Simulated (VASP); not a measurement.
**VASP 6.6.1 run: GaN**

INCAR

```
IBRION = -1
NSW = 0
SIGMA = 0.02
LWAVE = .FALSE.
ENCUT = 520
LASPH = .TRUE.
ISIF = 2
ISMEAR = -5
NELM = 80
GGA = PE
LREAL = .FALSE.
EDIFF = 1E-7
LCHARG = .FALSE.
PREC = Accurate
NBANDS = 16
```

KPOINTS

```
KPOINTS created by Atomic Simulation Environment
0
Gamma
1 1 1
0 0 0
```

POSCAR

```
Ga N
 1.0000000000000000
     0.0000000000000000    2.0663449296000000    2.1525128120999999
     2.0663449296000000    0.0000000000000000    2.1525128120999999
     2.0663449296000000    2.0663449296000000    0.0000000000000000
 Ga  N
   1   1
Cartesian
  0.0000000000000000  0.0000000000000000  0.0000000000000000
  2.0663449296000000  2.0663449296000000  2.1525128120999999
```

The recommended PBE PAW datasets give the neutral cell 18 valence electrons.

Command

```
mpirun -np 1 vasp_std
```

Task: Predict the outcome of this run.

Result: VASP stopped before the first electronic step.

Standard output (part)

```
POSCAR found type information on POSCAR GaN
 POSCAR found :  2 types and       2 ions
 LDA part: xc-table for (Slater+PW92), standard interpolation
|     EEEEEEE  RRRRRR   RRRRRR   OOOOOOO  RRRRRR      ###     ###     ###     |
|     E        R     R  R     R  O     O  R     R     ###     ###     ###     |
|     E        R     R  R     R  O     O  R     R     ###     ###     ###     |
|     EEEEE    RRRRRR   RRRRRR   O     O  RRRRRR       #       #       #      |
|     E        R    R   R    R   O     O  R    R      ###     ###     ###     |
|     EEEEEEE  R     R  R     R  OOOOOOO  R     R     ###     ###     ###     |
|     IBZKPT: tetrahedron method fails for NKPT<4. NKPT = 1                   |
|       ---->  I REFUSE TO CONTINUE WITH THIS SICK JOB ... BYE!!! <----       |
```

The fault: tetrahedra on too few k points.
